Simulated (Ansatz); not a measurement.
## Al$_{3}$Ni$_{2}$: clamped-ion strain scan

Theory: DFT PBEsol, scalar-relativistic, plane waves, PAW (Ansatz 0.2.0). Settings: plane waves to 420 eV, k-mesh 12×12×10 (Γ-centred), Gaussian smearing 0.15 eV. No spin polarisation. A magnetic state may lie lower. Energies are free energies at this smearing, counted from the undisturbed cell; pressure is positive in compression.

The starting cell (relaxed at this level):

```
Al Ni
1.0
     4.00314    0.00000    0.00000
    -2.00157    3.46682    0.00000
     0.00000    0.00000    4.85946
Al Ni
3 2
Direct
  0.00000 0.00000 0.00000
  0.33333 0.66667 0.64778
  0.66667 0.33333 0.35222
  0.33333 0.66667 0.14557
  0.66667 0.33333 0.85443
```

The cell is strained by ε times the Voigt pattern (1, 1, 0, 0, 0, 0) (xx, yy, zz, yz, xz, xy; engineering shear) with fractional coordinates fixed. The cell is metallic on the mesh throughout.

```csv
ε,ΔE (meV/atom)
-0.1000,391.0
-0.0750,204.4
-0.0500,84.4
-0.0250,19.7
0.0000,0.0
0.0250,17.1
0.0500,64.4
0.0750,136.0
0.0875,179.3
0.1000,226.7
```

Predict the stress summed along the pattern (GPa, tension positive) at each point.

| ε | stress summed along the pattern (GPa, tension positive) |
| --- | --- |
| -0.1000 | -118.08 |
| -0.0750 | -77.73 |
| -0.0500 | -45.30 |
| -0.0250 | -19.81 |
| 0.0000 | -0.03 |
| 0.0250 | 15.38 |
| 0.0500 | 27.31 |
| 0.0750 | 36.24 |
| 0.0875 | 39.72 |
| 0.1000 | 42.60 |

Cost: 10 runs of about 2.9 core-minutes in all, on Arm Neoverse V2 (shared hosts).